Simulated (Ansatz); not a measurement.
# MgO: the cost of one run

Method: DFT PBE, scalar-relativistic, plane waves, PAW, in Ansatz 0.2.0.

The COD entry's cell or inner coordinates are ideal or old and differ from later refinements, so a difference from it is no clean test against experiment.

1 further run of the same task is left out (set aside as unsound or not needed).

**1. Starting point**

It takes space group Fm-3m (No. 225, cubic). Conventional cell: a = 4.254 Å, b = 4.254 Å, c = 4.254 Å, α = 90.00°, β = 90.00°, γ = 90.00°. Mg (site symmetry m-3m) is surrounded by 6 O at 2.13 Å. O (site symmetry m-3m) has 6 Mg at 2.13 Å as nearest neighbours.

As a file:

```xyz
2
Lattice="0.0000 2.1269 2.1269 2.1269 0.0000 2.1269 2.1269 2.1269 0.0000" Properties=species:S:1:pos:R:3 pbc="T T T"
Mg    0.0000    0.0000    0.0000
O     2.1269    2.1269    2.1269
```

It is the result of an earlier relaxation at this level (volume 9.62 Å³/atom; gap on the mesh: 4.46 eV).

**2. Electronic structure at the relaxed geometry**

Contents of input.yaml:

```yaml
crystal:
  lattice:
    - [0.0, 2.1268522619, 2.1268522619]
    - [2.1268522619, 0.0, 2.1268522619]
    - [2.1268522619, 2.1268522619, 0.0]
  atoms:
    - { symbol: Mg, position: [0.0, 0.0, 0.0] }
    - { symbol: O, position: [0.5, 0.5, 0.5] }
basis:
  ecutwfc: 420
kpoints:
  mp_grid: { grid: [10, 10, 10] }
  band_path:
    path:
      - [[0.0, 0.0, 0.0], [0.5, 0.0, 0.5], [0.625, 0.25, 0.625]]
      - [[0.375, 0.375, 0.75], [0.0, 0.0, 0.0], [0.5, 0.5, 0.5], [0.5, 0.25, 0.75], [0.5, 0.0, 0.5]]
    npoints: 14
hamiltonian:
  xc: pbe
scf:
  occupations: { method: gaussian, width: 0.02 }
  n_extra_bands: 6
output:
  forces: true
  stress: true
  eigenvalues: true
  populations: true
  dos: { projected: true, de: 0.02, nscf_kmesh: { grid: [15, 15, 15] } }
  bader: true
  write_density: true
  write_potential: true
  elf: true
  volumetric_format: npy
```

The run is started by

```sh
ansatz run input.yaml --threads 1 --pin off --max-ram 2560MiB --backend cpu --events-out ev --progress --plain --runs-dir out
```

**Question.** How long does this run take on 1 thread of AMD EPYC 9R45 (Zen 5), shared host, and how much memory does it need?

About 7.5 s, with a peak of 0.35 GiB.
